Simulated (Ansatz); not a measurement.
## Si$_{2}$Mo: generalised stacking fault

These are results of Ansatz, DFT r2SCAN, scalar-relativistic, plane waves, PAW, not measurements. The runs took a 500 eV cutoff, a Γ-centred 8×8×3 mesh and Gaussian smearing (0.03 eV). No spin polarisation. Energies are free energies at this smearing, counted from the undisturbed cell; pressure is positive in compression.

The undisturbed cell (relaxed at this level; this form isn't the usual structure):

```xyz
18
Lattice="-4.5840 0.0000 0.0000 2.2920 -3.9698 0.0000 0.0000 0.0000 13.1537" Properties=species:S:1:pos:R:3 pbc="T T T"
Si   -3.4573   -0.6505    3.2886
Si   -3.4573   -0.6505    9.8655
Si   -1.1653   -3.3193   12.0578
Si   -1.1653   -3.3193    5.4809
Si    0.0000   -1.3010    1.0964
Si    0.0000   -1.3010    7.6732
Si    1.1653   -3.3193    3.2886
Si    1.1653   -3.3193    9.8655
Si   -1.1267   -0.6505   12.0578
Si   -1.1267   -0.6505    5.4809
Si   -2.2920   -2.6688    1.0964
Si   -2.2920   -2.6688    7.6732
Mo   -2.2920    0.0000    1.0964
Mo   -2.2920    0.0000    7.6732
Mo    1.1460   -1.9849   12.0578
Mo    1.1460   -1.9849    5.4809
Mo   -1.1460   -1.9849    3.2886
Mo   -1.1460   -1.9849    9.8655
```

The cut lies on the cell's a–b face, a (0 0 1) plane (indices in the standard cell, whose axes needn't be the Cartesian ones shown) of area 18.20 Å², between layers 2.19 Å apart. Vector c is tilted by f times 1·a + 0·b (length 4.584 Å) with the atoms' Cartesian places fixed: one unrelaxed fault a cell.

```
     f  γ (mJ/m²)
0.0000          0
0.1000        833
0.2000       2635
0.3000       2637
0.4000        966
```

(1) Predict the gap on the mesh (eV) at each point.

Answers

(1)
| f | gap on the mesh (eV) |
| --- | --- |
| 0.0000 | 0.16 |
| 0.1000 | 0.03 |
| 0.2000 | 0.00 |
| 0.3000 | 0.00 |
| 0.4000 | 0.03 |

Cost: 5 runs of about 26 core-minutes in all, on Intel Xeon Platinum 8259CL (Skylake/Cascade Lake) (shared hosts).